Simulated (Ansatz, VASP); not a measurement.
# NaCl (Halite) in two plane-wave programs

Wanted: the spread between two codes on one cell, functional and k mesh. The cell is a member of a volume series, scaled by 0.985 from a relaxed one, so a pressure remains. Other levels of theory on this material are compared in a session of their own.

Method: plane waves, with VASP 6.6.1 beside it; single point at LDA, single point at PBEsol with D3(BJ) and single point at r2SCAN, in Ansatz 0.2.0.

## 1. Starting point

Symmetry: Fm-3m, No. 225, cubic system. Conventional cell: a = 5.430 Å, b = 5.430 Å, c = 5.430 Å, α = 90.00°, β = 90.00°, γ = 90.00°. Nearest to Cl lie 6 Na at 2.72 Å. Nearest to Na lie 6 Cl at 2.72 Å. Farther neighbours and most contacts between anions are not listed.

## 2. VASP: single point, LDA, volume scaled by 0.985

A single point gives forces, pressure and levels at one fixed geometry, so differences don't come from the geometry; what else differs is listed under the comparison.

Lines of VASP's logs that name or quote its potential files are left out, and so is its time.

The input asks for a relaxation, which ended at its first step since no free force or stress exceeded the threshold; so it serves as a single point.

The input, INCAR:

```
SYSTEM = NaCl
PREC = Accurate
ENCUT = 450
EDIFF = 1E-06
NELM = 100
ISMEAR = 0
SIGMA = 0.03
LREAL = .FALSE.
ALGO = Normal
GGA = CA
NBANDS = 13
LORBIT = 11
LWAVE = .FALSE.
LCHARG = .FALSE.
KPAR = 4
IBRION = 2
NSW = 30
ISIF = 4
EDIFFG = -0.01
```

The input, POSCAR:

```
NaCl
1.0
    0.0000000000      2.7152112898      2.7152112898
    2.7152112898      0.0000000000      2.7152112898
    2.7152112898      2.7152112898      0.0000000000
Cl Na
1 1
Direct
    0.5000000000      0.5000000000      0.5000000000
    0.0000000000      0.0000000000      0.0000000000
```

The input, KPOINTS:

```
Automatic mesh
0
Gamma
6 6 6
0 0 0
```

PAW data sets: Cl and Na_pv (LDA family, release 64).

Run with:

```bash
> mpirun -np 4 vasp_std
```

Numbers of over 12 decimals in the logs are rounded to 6 here.

Output:

```text
[banner, memory and clock lines left out]
running    4 mpi-ranks, on    1 nodes
 distrk:  each k-point on    1 cores,    4 groups
 distr:  one band on    1 cores,    1 groups

 POSCAR found type information on POSCAR ClNa
 POSCAR found :  2 types and       2 ions
 LDA part: xc-table for (Slater(with rela. corr.)+CA(PZ))
 , standard interpolation
 POSCAR, INCAR and KPOINTS ok, starting setup
 FFT: planning ... GRIDC
 FFT: planning ... GRID_SOFT
 FFT: planning ... GRID
 WAVECAR not read
 entering main loop
       N       E                     dE             d eps       ncg     rms          rms(c)
DAV:   1     0.965367994311E+02    0.96537E+02   -0.66705E+03   416   0.978E+02
DAV:   2    -0.634397289706E+00   -0.97171E+02   -0.90860E+02   469   0.275E+02
DAV:   3    -0.746723771864E+01   -0.68328E+01   -0.67941E+01   541   0.704E+01
DAV:   4    -0.756958765588E+01   -0.10235E+00   -0.10231E+00   471   0.920E+00
DAV:   5    -0.757174048038E+01   -0.21528E-02   -0.21527E-02   517   0.134E+00    0.210E+00
DAV:   6    -0.740809839418E+01    0.16364E+00   -0.25688E-01   501   0.360E+00    0.155E+00
DAV:   7    -0.738861033991E+01    0.19488E-01   -0.54181E-02   566   0.154E+00    0.991E-01
DAV:   8    -0.738703439184E+01    0.15759E-02   -0.44923E-03   476   0.681E-01    0.287E-01
DAV:   9    -0.738692737324E+01    0.10702E-03   -0.16895E-04   526   0.111E-01    0.143E-01
DAV:  10    -0.738691788539E+01    0.94878E-05   -0.10004E-04   501   0.101E-01    0.472E-03
DAV:  11    -0.738691730850E+01    0.57689E-06   -0.38930E-06   506   0.245E-02
   1 F= -.73869173E+01 E0= -.73869173E+01  d E =-.738692E+01
 curvature:   0.00 expect dE= 0.000E+00 dE for cont linesearch  0.000E+00
 trial: gam= 0.00000 g(F)=  0.591E-60 g(S)=  0.424E-33 ort = 0.000E+00 (trialstep = 0.100E+01)
 search vector abs. value=  0.100E-09
 reached required accuracy - stopping structural energy minimisation
```

From OUTCAR (step 2):

```text
ion  position               nearest neighbor table
   1  0.500  0.500  0.500-   2 2.72   2 2.72   2 2.72   2 2.72   2 2.72   2 2.72
   2  0.000  0.000  0.000-   1 2.72   1 2.72   1 2.72   1 2.72   1 2.72   1 2.72

  LATTYP: Found a face centered cubic cell.
 ALAT       =     5.4304225796

 Subroutine GETGRP returns: Found 48 space group operations
 (whereof 48 operations were pure point group operations)

The static configuration has the point symmetry O_h .

 Found     16 irreducible k-points:

   k-points           NKPTS =     16   k-points in BZ     NKDIM =     16   number of bands    NBANDS=     13

   dimension x,y,z NGX =    28 NGY =   28 NGZ =   28
   dimension x,y,z NGXF=    56 NGYF=   56 NGZF=   56

   ENCUT  =  450.0 eV  33.07 Ry    5.75 a.u.   6.64  6.64  6.64*2*pi/ulx,y,z

   NELECT =      14.0000    total number of electrons

 k-points in reciprocal lattice and weights: Automatic mesh
   0.00000000  0.00000000  0.00000000       0.005
   0.16666667  0.00000000  0.00000000       0.037
   0.33333333  0.00000000  0.00000000       0.037
   0.50000000  0.00000000  0.00000000       0.019
   0.16666667  0.16666667  0.00000000       0.028
   0.33333333  0.16666667  0.00000000       0.111
   0.50000000  0.16666667  0.00000000       0.111
  -0.33333333  0.16666667  0.00000000       0.111
  -0.16666667  0.16666667  0.00000000       0.056
[...]
-0.33333333  0.33333333  0.16666667       0.111
  -0.33333333  0.50000000  0.16666667       0.056

 average (electrostatic) potential at core
       1 -97.0223       2 -45.2257

 E-fermi :  -0.0581

 k-point     1 :       0.0000    0.0000    0.0000
  band No.  band energies     occupation
    ...
      3     -20.8360      2.00000
      4     -13.1080      2.00000
      5      -0.2310      2.00000
      6      -0.2310      2.00000
      7      -0.2310      2.00000
      8       4.9315      0.00000
      9      10.7107      0.00000
     10      10.7107      0.00000
     11      10.7107      0.00000
     12      13.0948      0.00000
    ...

 k-point     2 :       0.1667    0.0000    0.0000
  band No.  band energies     occupation
    ...
      3     -20.8369      2.00000
      4     -12.9907      2.00000
      5      -0.9899      2.00000
      6      -0.3230      2.00000
      7      -0.3230      2.00000
      8       5.8329      0.00000
      9       9.9258      0.00000
     10      11.0498      0.00000
     11      11.0498      0.00000
     12      12.7917      0.00000
    ...

 k-point     3 :       0.3333    0.0000    0.0000
  band No.  band energies     occupation
    ...
      3     -20.8386      2.00000
      4     -12.7425      2.00000
      5      -2.1434      2.00000
      6      -0.4965      2.00000
      7      -0.4965      2.00000
      8       6.7939      0.00000
      9      10.0809      0.00000
     10      10.9355      0.00000
     11      10.9355      0.00000
     12      13.9792      0.00000
    ...

  Total        0.1360603      0.1360603      0.1360603      0.0000000      0.0000000      0.0000000
  in kB        5.4450419      5.4450419      5.4450419      0.0000000      0.0000000      0.0000000
  external PRESSURE =       5.4450419 kB  Pullay stress =       0.0000000 kB

  energy-cutoff  :      450.00
  volume of cell :       40.04
      direct lattice vectors                 reciprocal lattice vectors
     0.000000000  2.715211290  2.715211290    -0.184147732  0.184147732  0.184147732
     2.715211290  0.000000000  2.715211290     0.184147732 -0.184147732  0.184147732
     2.715211290  2.715211290  0.000000000     0.184147732  0.184147732 -0.184147732

 POSITION                                       TOTAL-FORCE (eV/Angst)
 -----------------------------------------------------------------------------------
      2.71521      2.71521      2.71521         0.000000      0.000000      0.000000
      0.00000      0.00000      0.00000        -0.000000     -0.000000     -0.000000
 -----------------------------------------------------------------------------------
    total drift:                                0.000000      0.000000      0.000000

  FREE ENERGIE OF THE ION-ELECTRON SYSTEM (eV)
  ---------------------------------------------------
  free  energy   TOTEN  =        -7.3869173085 eV

  energy  without entropy=       -7.3869173085  energy(sigma->0) =       -7.38691731

 reached required accuracy - stopping structural energy minimisation

 total charge
# of ion       s       p       d       tot
------------------------------------------
    1        1.584   3.571   0.000   5.155
    2        0.055   5.990   0.000   6.045
--------------------------------------------------
tot          1.640   9.561   0.000  11.200

[... 3 further parts left out ...]
```

CONTCAR:

```
NaCl
   1.00000000000000
     0.0000000000000000    2.7152112898000000    2.7152112898000000
     2.7152112898000000    0.0000000000000000    2.7152112898000000
     2.7152112898000000    2.7152112898000000    0.0000000000000000
  Cl              Na
     1     1
Direct
     0.5000000000000000    0.5000000000000000    0.5000000000000000
     0.0000000000000000    0.0000000000000000    0.0000000000000000
```

## 3. Ansatz: single point, LDA, volume scaled by 0.985

Ansatz runs on its default PAW (the set named soft_2) files.

The same cell, functional (in two slightly different forms), mesh and smearing now go to Ansatz, which takes its cutoff from its data sets.

The input, input.yaml:

```yaml
crystal:
  lattice:
    - [0.0, 2.71521129, 2.71521129]
    - [2.71521129, 0.0, 2.71521129]
    - [2.71521129, 2.71521129, 0.0]
  atoms:
    - { symbol: Cl, position: [0.5, 0.5, 0.5] }
    - { symbol: Na, position: [0.0, 0.0, 0.0] }
hamiltonian:
  xc: lda
  pseudopotentials: { kind: paw }
kpoints:
  mp_grid: { grid: [6, 6, 6] }
scf:
  occupations: { method: gaussian, width: 0.03 }
  n_extra_bands: 4
output:
  forces: true
  stress: true
  eigenvalues: true
```

Run with:

```bash
> ansatz run input.yaml --threads 2 --pin off --max-ram 4608MiB --backend cpu --events-out ev --progress --plain --runs-dir out
```

Output:

```text
scf.n_extra_bands = 4 over 8 filled bands (N_el = 16.0): the run solves 12 bands
Engine: ansatz 0.2.0, aarch64-unknown-linux-gnu
Pseudopotentials: kind: paw
Pseudopotential: Cl, paw, valence charge 7, recommended cutoff 420 eV (normal), Cl.paw.azcp
Pseudopotential: Na, paw, valence charge 9, recommended cutoff 420 eV (normal), Na.paw.azcp
Functional definition: SPW92
  exchange = slater_x
  correlation = pw_c
Crystal: 2 atoms, lattice volume = 40.035 Å³
Basis set: ecut = 420 eV, 749 PW (Γ)
Bands: 12, of which v1, the nominal top of the filled ones, is band 8 counted from 1 (7 counted from 0)
Symmetry: 48 space group operations
Space group: Fm-3m (ITA 225), of the structure as read, at distance tolerance 3.4e-5 Å
k-points: 16 of 216
Non-local potential: Cl, projectors of the file, l = 0: 2, l = 1: 2, l = 2: 2
Non-local potential: Na, projectors of the file, l = 0: 3, l = 1: 2, l = 2: 1
PAW form: soft (Blöchl's): semilocal exchange-correlation on the pseudo side does not see the compensation charge
PAW frozen core: Cl, regenerated for the run's functional, and the local potential with it (the file was generated under x = pbe(κ = 0.804, μ = 0.219515), c = pbe(β = 0.066725))
PAW frozen core: Na, regenerated for the run's functional, and the local potential with it (the file was generated under x = pbe(κ = 0.804, μ = 0.219515), c = pbe(β = 0.066725))
PAW one-centre angular grid: Cl, 110 points (default); XC on 64 Gauss nodes
PAW one-centre angular grid: Na, 110 points (default); XC on 64 Gauss nodes
Initial density: superposition of atomic densities (neutral atoms: chi_scale 0, normalization atom), corrected by the library's trained network
Initial wavefunctions: pseudopotential atomic-orbital guess
Functional: x = slater, c = lda
SCF iter   1: F=—  HF=-2514.340886 eV  |F-HF|=—  |Δ(HF+E_count)|=         —  Δρ=7.75e-3  dr2=1.61e-2  ethr=1.77e-3  ⟨swp⟩=6.1  Hψ=1142  notcnv=0
preconditioner: auto → none  [insulator: Δε(μ)=5.061 eV  Ē_g=20.894 eV  σ=0.030 eV  W_gap=1.00  n_scr=14 (ndim 8)  ℏωp=22.0 eV  f_vac=0.012  D(μ)=0.00/eV (n_scr^D=0)  ε∞_Penn≈2.1]
SCF iter   2: F=—  HF=-2514.331181 eV  |F-HF|=—  |Δ(HF+E_count)|=   9.71e-3  Δρ=2.80e-3  dr2=2.56e-3  ethr=1.01e-4  ⟨swp⟩=2.1  Hψ=498  notcnv=0
SCF iter   3: F=—  HF=-2514.330447 eV  |F-HF|=—  |Δ(HF+E_count)|=   7.34e-4  Δρ=9.63e-4  dr2=3.29e-4  ethr=1.60e-5  ⟨swp⟩=2.0  Hψ=306  notcnv=0
SCF iter   4: F=—  HF=-2514.330327 eV  |F-HF|=—  |Δ(HF+E_count)|=   1.20e-4  Δρ=2.20e-4  dr2=1.70e-5  ethr=2.05e-6  ⟨swp⟩=2.0  Hψ=253  notcnv=0
SCF iter   5: F=—  HF=-2514.330332 eV  |F-HF|=—  |Δ(HF+E_count)|=   5.38e-6  Δρ=7.96e-5  dr2=3.01e-6  ethr=1.06e-7  ⟨swp⟩=1.0  Hψ=192  notcnv=0
SCF iter   6: F=-2514.330331 eV  HF=-2514.330331 eV  |F-HF|=1.87e-8  |Δ(HF+E_count)|=   8.77e-7  Δρ=1.02e-5  dr2=4.16e-8  ethr=6.25e-10  ⟨swp⟩=3.4  Hψ=716  notcnv=0
SCF 1 converged in 6 iterations: F = -2514.330331 eV  dr2 = 4.16e-8
  greatest PAW one-centre occupation: 0.999 electrons in one spin orbital (limit 2), on the Na atom at site 1 (counted from 0), in its partial waves of l = 0
SCF converged after 6 iterations
Free energy (F): -2514.330331 eV
Harris-Foulkes:  -2514.330331 eV  (|F-HF|=1.87e-8)
Internal energy: -2514.330331 eV  (E = F + TS)
E sigma→0 (E₀):  -2514.330331 eV
Fermi energy:    4.374646 eV
--- Per-component energies (eV) ---
  E_band       = -222.401743
  E_kinetic    = 283.444807
  E_local      = -1473.694885  (includes V_loc(G=0)·N_el)
  E_nonlocal   = 146.993732
  E_hartree    = 515.873205
  E_xc         = -145.022748
  E_vxc        = -172.358715  (∫ρ·V_xc dr)
  E_paw        = -869.973094  (= ΣΔE_a)
  E_vpaw       = -38.535171  (= ΣTr[D̂ρ^β])
  E_aug_tail   = 0.000090  (compensation charges beyond the density's cutoff)
  E_ewald      = -972.282820
  E_core_change = 0.331382  (= ΣΔE_core)
  E_smearing   = -0.000000  (= −TS)
  E_closure    = -0.000000  (closes the sum)
  Σ components = -2514.330331   (vs F -2514.330331, Δ=0.00e0)
--- Forces (eV/Å), atoms counted from 1 ---
  atom   1  Cl     0.00000000    -0.00000000     0.00000000
  atom   2  Na    -0.00000000     0.00000000    -0.00000000
  max |Σ_I F_I| component: 5.77e-30 eV/Å
--- Stress (GPa, compression-positive) ---
        0.623251       0.000000      -0.000000
        0.000000       0.623251      -0.000000
        0.000000       0.000000       0.623251
  P = ⅓ Tr σ = 0.6233 GPa (6.233 kbar)
--- Band table (eV; the first three rows and the last of 16) ---
  k-point 0: bands = [... 4 lower, -11.1006, 1.7967, 1.7967, 1.7967, 6.9524, 12.6360, 12.6360, 12.6360]
  k-point 1: bands = [... 4 lower, -10.9853, 1.0393, 1.7052, 1.7052, 7.8542, 11.8898, 12.9685, 12.9685]
  k-point 2: bands = [... 4 lower, -10.7415, -0.1109, 1.5324, 1.5324, 8.8086, 12.0822, 12.8571, 12.8571]
  k-point 15: bands = [... 4 lower, -10.5362, 0.0003, 0.6482, 0.8910, 10.2107, 10.4023, 12.4671, 14.0686]
```

Wall time 0.33 s (2 threads of Arm Neoverse V2, shared host); peak memory 0.23 GiB.

Reading the cycles: dr2 is the Hartree energy of the density residual (eV), the measure of convergence; HF is the Harris–Foulkes estimate of the energy, which meets the free energy F at convergence.

The run ends at a pressure of 0.62 GPa.

## 4. Differences

Known differences besides the potentials themselves: the two LDA forms differ slightly; the data sets hold 16 valence electrons in Ansatz (default PAW (the set named soft_2) files) and 14 in VASP; the cutoff is 420 eV in Ansatz and 450 eV in VASP; VASP's log shows a relativistic correction to its local exchange, Ansatz's none. Total energies have different zeros and are not compared.

Both answers:

```csv
quantity,Ansatz,VASP,difference
pressure (GPa),0.62,0.54,+0.08
gap on the k mesh (eV),5.156,5.162,-0.007
```

A gap on the mesh is an upper bound, since the band edges may lie between its points.

## 5. Ansatz: single point, PBEsol with D3(BJ), volume scaled by 0.985

With cell and atoms fixed, the geometry can't cause a difference; cores, projectors, grids and the points listed under the comparison can. The cell compared in this pair holds 40.85 Å³, against 40.04 Å³ for the pair before.

The cell is a member of a volume series, scaled by 0.985 from a relaxed one, so a pressure remains.

input.yaml, the sections that differ from step 3:

```yaml
crystal:
  lattice:
    - [0.0, 2.73353375, 2.73353375]
    - [2.73353375, 0.0, 2.73353375]
    - [2.73353375, 2.73353375, 0.0]
  atoms:
    - { symbol: Cl, position: [0.5, 0.5, 0.5] }
    - { symbol: Na, position: [0.0, 0.0, 0.0] }
hamiltonian:
  xc: pbesol
  pseudopotentials: { kind: paw }
  dispersion: d3bj
# kpoints, scf, output: as in step 3
```

Output:

```text
[...]
Crystal: 2 atoms, lattice volume = 40.851 Å³
Basis set: ecut = 420 eV, 821 PW (Γ), exchange–correlation on 54×54×54 points (8 copies of the dense FFT grid, shifted against one another)
Bands: 12, of which v1, the nominal top of the filled ones, is band 8 counted from 1 (7 counted from 0)
Symmetry: 48 space group operations
[...]
k-points: 16 of 216
[...]
--- Band table (eV; the first three rows and the last of 16) ---
  k-point 0: bands = [... 4 lower, -11.0726, 1.8013, 1.8013, 1.8013, 7.1029, 12.7627, 12.7627, 12.7627]
  k-point 1: bands = [... 4 lower, -10.9655, 1.0883, 1.7151, 1.7151, 7.9783, 12.0138, 13.0878, 13.0878]
  k-point 2: bands = [... 4 lower, -10.7400, -0.0066, 1.5519, 1.5519, 8.9433, 12.1613, 12.9828, 12.9828]
  k-point 15: bands = [... 4 lower, -10.5489, 0.0928, 0.7117, 0.9464, 10.3907, 10.5324, 12.5294, 14.1796]
[key lines of the parts left out:]
SCF converged after 6 iterations
Free energy (F): -2540.688241 eV
Fermi energy:    4.452179 eV
P = ⅓ Tr σ = 0.5418 GPa (5.418 kbar)
```

Run time: 0.37 s. Hardware: 2 threads; peak memory 0.24 GiB; 0.64 s of CPU time.

The run ends at a pressure of 0.54 GPa.

## 6. VASP: single point, PBEsol with D3(BJ), volume scaled by 0.985

The same cell, functional, mesh and smearing now go to VASP, with its own data sets and cutoff.

The input asks for a relaxation, which ended at its first step since no free force or stress exceeded the threshold; so it serves as a single point.

INCAR, as its differences from that of step 2:

```diff
@@ -9,3 +9,4 @@
 ALGO = Normal
-GGA = CA
+GGA = PS
+IVDW = 12
 NBANDS = 13
```

The input, POSCAR:

```
NaCl
1.0
    0.0000000000      2.7335337458      2.7335337458
    2.7335337458      0.0000000000      2.7335337458
    2.7335337458      2.7335337458      0.0000000000
Cl Na
1 1
Direct
    0.5000000000      0.5000000000      0.5000000000
    0.0000000000      0.0000000000      0.0000000000
```

KPOINTS is that of step 2.

The projector-augmented-wave data sets are Cl and Na_pv (PBE family, release 64).

Run with:

```bash
> mpirun -np 4 vasp_std
```

Output:

```text
[banner, memory and clock lines left out]
running    4 mpi-ranks, on    1 nodes
[...]
|                                                                             |
|               ----> ADVICE to this user running VASP <----                  |
|                                                                             |
|     You enforced a specific xc type in the INCAR file but a different       |
|     [... a line on the potential file left out ...]
|     I HOPE YOU KNOW WHAT YOU ARE DOING!                                     |
|                                                                             |

 LDA part: xc-table for (Slater+PW92), standard interpolation
 POSCAR, INCAR and KPOINTS ok, starting setup
[...]
entering main loop
       N       E                     dE             d eps       ncg     rms          rms(c)
DAV:   1     0.951100885454E+02    0.95110E+02   -0.64913E+03   416   0.993E+02
DAV:   2     0.418421969911E+00   -0.94692E+02   -0.88229E+02   464   0.269E+02
DAV:   3    -0.701056249422E+01   -0.74290E+01   -0.73914E+01   536   0.727E+01
DAV:   4    -0.712716233575E+01   -0.11660E+00   -0.11654E+00   471   0.992E+00
[...]
DAV:  10    -0.697645946990E+01   -0.21605E-04   -0.19304E-04   466   0.109E-01    0.372E-02
DAV:  11    -0.697645446401E+01    0.50059E-05   -0.11363E-05   491   0.304E-02    0.139E-02
DAV:  12    -0.697645409260E+01    0.37141E-06   -0.19789E-06   466   0.113E-02
   1 F= -.73982383E+01 E0= -.73982383E+01  d E =-.739824E+01
[...]
reached required accuracy - stopping structural energy minimisation
```

From OUTCAR (step 6):

```text
 Edisp (eV)   -0.42178

  Total       0.11960     0.11960     0.11960    -0.00000     0.00000    -0.00000
  in kB       4.69053     4.69053     4.69053    -0.00000     0.00000    -0.00000
  external pressure =        4.69 kB  Pullay stress =        0.00 kB

 POSITION                                       TOTAL-FORCE (eV/Angst)
 -----------------------------------------------------------------------------------
      2.73353      2.73353      2.73353         0.000000      0.000000      0.000000
      0.00000      0.00000      0.00000        -0.000000     -0.000000     -0.000000
 -----------------------------------------------------------------------------------
    total drift:                                0.000000      0.000000      0.000000

  FREE ENERGIE OF THE ION-ELECTRON SYSTEM (eV)
  ---------------------------------------------------
  free  energy   TOTEN  =        -7.3982383446 eV

  energy  without entropy=       -7.3982383446  energy(sigma->0) =       -7.39823834

[... 2 parts as in an earlier step ...]

[... 2 further parts left out ...]
[key lines of the parts left out:]
E-fermi :   0.0108
```

## 7. Side by side

What differs besides the data sets and the points named for the pairs above, as far as they apply: Ansatz makes its cores anew for this functional, VASP keeps those of its PBE data sets; VASP leaves aspherical gradient terms in its spheres out (LASPH is not set), Ansatz keeps them. Total energies have different zeros and are not compared.

Both answers:

```
              quantity  Ansatz   VASP  difference
        pressure (GPa)    0.54   0.47       +0.07
gap on the k mesh (eV)   5.302  5.296      +0.005
```

A gap on the mesh is an upper bound, since the band edges may lie between its points.

(Continued in part 2 of 2.)

[Lines on the potential files, build, host, timing and source positions are cut from VASP's logs without a mark.]

[Logs are printed without paths, hosts, clocks, repeated set-up lines and the standing remarks that a program may print on its own settings, such as how far it seeks lower states.]

[Hosts, paths, dates, database ids (printed as entryN), source tags and the programs' standing remarks are cut or masked in the printed files.]
